An electron that leaves a solid must pass through whatever lies on its surface. The work function, the least energy it needs to get out, therefore depends on the outermost layer of atoms. The table shows this for a three-plane slab of graphite that carries one adsorbate per surface cell, calculated with the PBE functional, a dispersion correction and no spin polarisation.

One adsorbate per 1×1 cell (5.262 Å²) on a three-plane graphite (001) slab, relaxed from the start site with the bottom plane fixed, using Ansatz 0.2.0 (PBE-D3(BJ), plane-wave PAW, 420 eV cutoff, 12×12×1 k mesh, no spin polarisation). Adsorption energies are relative to the clean slab and the free, spin-polarised adsorbate, negative where bound; work functions are for the top face.

```csv
adsorbate,start site,start site atoms,adsorption energy (eV),work function change (eV),dipole change (e Å),shortest contact,shortest contact length (Å)
CH,top,C,-2.316,-0.144,0.0050,C-C,3.213
CO,bridge,C-C,1.056,n/a,n/a,n/a,n/a
CO,hollow,C-C,1.035,n/a,n/a,n/a,n/a
F,hollow,C-C,-0.834,1.049,-0.0280,F-C,2.588
F,top,C,-0.709,4.163,-0.1210,F-C,1.478
H,hollow,C-C,-0.384,-0.421,0.0120,H-C,1.167
H,top,C,-0.429,-0.315,0.0100,H-C,1.173
```

The dipole change is counted along the outward direction of the covered face, so it is positive when the positive end of the layer points away from the slab.

**(a) Should fluorine on graphite raise or lower the work function, and what should hydrogen do? Find a formula for the size of the shift that needs only the dipole and the area of the cell.**

*Solution.* Fluorine is more electronegative than carbon and draws electrons towards itself. The layer then has its negative side outside and its positive side next to the slab. A departing electron is pulled back by the positive side and repelled by the negative side, so it needs more energy. Hydrogen on top of a carbon atom is slightly positive, the layer is reversed, and the electron gets out more easily.

For the size, replace the layer by two flat sheets with charges $+q$ and $-q$ per cell of area $A$, a distance $d$ apart. The field between them is $q/(\varepsilon_0 A)$, and outside them it vanishes. An electron that crosses the gap changes its energy by $e$ times field times distance. With the dipole $p = qd$, charge and distance enter only as their product:

$$\Delta\Phi = -\frac{e\,p}{\varepsilon_0 A} \approx -181\,\frac{p}{A}.$$

Here $\Delta\Phi$ is the work function change in eV, $p$ the dipole change in e Å and $A$ the area in Å². The cell of the table has 5.262 Å², which leaves $\Delta\Phi \approx -34\,p$. A dipole of only 0.01 e Å per cell thus shifts the work function by about a third of an electronvolt. The same dipole spread over twice the area would give half the step.

**(b) Apply the rule to fluorine and to hydrogen, each on top of a carbon atom. How accurate is it over the table, and where do its errors come from?**

*Solution.* For fluorine the dipole change is −0.121 e Å. The rule gives $34.4 \times 0.121 \approx 4.16$ eV, and the calculated shift is 4.163 eV. For hydrogen, with 0.010 e Å, it gives about −0.34 eV against −0.315 eV.

No constant was fitted, to these two rows or to any other. Over the five rows with a dipole the sign is right each time and the mean miss is 0.03 eV. In relative terms the rule is worst for CH, where it is off by 19 percent of a small shift. The good agreement does not prove the picture of polar bonds, because the calculation itself obeys the electrostatic law behind the formula. What it shows is that the dipole and the area are enough for a good estimate of the shift, as long as the other face of the slab barely changes.

Part of each miss can be rounding, since the printed dipole leaves the estimate open by about 0.02 eV either way. The rest has a simple origin: a slab has two faces. The dipole fixes the difference between the work functions of the upper and the lower face, whereas the table lists the change at the upper face alone. If the lower face shifts as well, its shift must be added to the estimate. The same calculations give the lower face for fluorine on top and for both hydrogen rows, and with it the balance closes to within the rounding of the printed dipole.

The largest miss, 0.09 eV, belongs to the fluorine that started above the hollow. It did not stay on the surface but slipped beneath the top carbon plane. By the same balance, the work function of the lower face must have risen by about this amount. A likely reason, which no row tests, is that the fluorine takes electrons from the planes on both sides of it. Only two planes lie below it, and graphite has few electronic states near the Fermi level, so they may screen the charge too weakly to hide it from the far side.

**(c) Can the dipole itself be guessed from the known polarity of a chemical bond? And does a large dipole mean strong binding?**

*Solution.* Molecular bond moments are roughly 1.4 debye for C–F and 0.4 debye for C–H, and one debye is about 0.21 e Å. For fluorine on top the rule then gives $34 \times 1.4 \times 0.21 \approx 10$ eV, more than twice the calculated shift. For hydrogen on top the guess is about nine times too large. Bond moments therefore predict the direction of the shift here, but not its size.

Theory offers a reason for the overestimate. Neighbouring adsorbates are only about 2.5 Å apart, and each dipole stands in the field of many parallel ones. That field pushes the displaced charge back and weakens every dipole in the layer. The electrons of the slab also rearrange, and the moment assigned to a single bond depends on how a molecule's charge is divided up. The table does not separate these effects.

The position of the atom matters as well. Fluorine on top of carbon is covalently bonded, at 1.478 Å. The fluorine that started above the hollow ended about midway between the top two carbon planes, and its shortest contact, 2.588 Å, is to the plane below. It has less than a quarter of the dipole, but this does not show that it takes less charge. With positive carbon on both sides of a negative fluorine, the two contributions point in opposite directions and largely cancel. The small remainder still raises the work function, but the argument for an outer fluorine in (a) does not explain why. The hydrogen row labelled hollow needs similar care: its atom has slipped beneath the top carbon plane. Symmetry keeps it on the axis of a carbon ring, at least 1.42 Å from the ring's atoms, so the contact of 1.167 Å must be to a carbon of the plane below. The argument for an outer hydrogen therefore does not apply, although the formula still works with the calculated dipole.

A large dipole does not mean strong binding. CO at the bridge has a dipole more than four times as large as that of hydrogen on top, yet its adsorption energy is positive, 1.056 eV, so it is not bound at all. The fluorine between the planes is lower in energy by 0.125 eV than fluorine on top, despite its much smaller dipole. That compares an intercalated atom with one on the surface, however, and does not rank two surface sites. CH has the most negative adsorption energy, −2.316 eV, but floats 3.213 Å from the nearest carbon of the slab. Its energy probably comes from coupling between neighbouring CH units, and it should not be read as the strength of a bond to graphite. The run also carries a warning that a switch in the dispersion correction lies within reach, which may affect both this energy and the distance.

One more caution concerns the numbers put into the rule. The cells with CH, F and H hold an odd number of electrons, and the calculation forces them to be non-magnetic. A magnetic state could lie lower and have another dipole, so both the shifts and the order of the energies may change. For CO, too, a magnetic state was not ruled out. The relaxations also keep the symmetry of the start, so any of these structures may be a saddle point rather than a stable arrangement. The formula would stay the same.

In electronic devices, a dipole layer at a carbon contact moves its levels relative to those of the neighbouring material and so alters the barrier for charge carriers. The crowded layers here illustrate that effect but do not model a real contact. The output below compares the formula, without fitted constants, with each row that has a dipole. It does the same for CO at the bridge, with a dipole and a work function taken from the fuller record of that calculation.

Printed output of the fit:

```
Constant of the rule before division by the area (eV Å² per e Å): 181
Shift for a dipole of 1 e Å per cell here (eV): 34.39
Shift hidden by rounding of the printed dipole, plus or minus (eV): 0.01719
Rule against calculation:
  row  estimated shift eV  calculated shift eV  estimate less calculated eV  miss in percent
   CH             -0.1719               -0.144                     -0.02794             19.4
    F              0.9629                1.049                     -0.08613            8.211
    F               4.161                4.163                    -0.002022          0.04856
    H             -0.4127               -0.421                     0.008341            1.981
    H             -0.3439               -0.315                     -0.02888            9.169
Mean size of the miss over the five rows (eV): 0.03066
Largest miss (eV): 0.08613
Dipole of F top over dipole of F hollow: 4.321
Shift of F top over shift of F hollow: 3.969
Lower-face change, F top (eV): 0.01654
Lower-face change, H hollow (eV): -0.02483
Lower-face change, H top (eV): 0.01693
Miss left after adding the lower-face change, F top (eV): 0.01452
Miss left after adding the lower-face change, H hollow (eV): -0.01649
Miss left after adding the lower-face change, H top (eV): -0.01196
Lower-face change implied by the balance, F hollow (eV): 0.08613
CO bridge, estimated shift (eV): 1.556
CO bridge, calculated shift (eV): 1.548
Shift from a molecular C-F bond moment, rough (eV): 10.11
Shift from a molecular C-H bond moment, rough (eV): -2.889
Overestimate from the bond moment, F top, rough factor: 2.429
Overestimate from the bond moment, H top, rough factor: 9.17
Energy of F hollow less F top (eV): -0.125
```
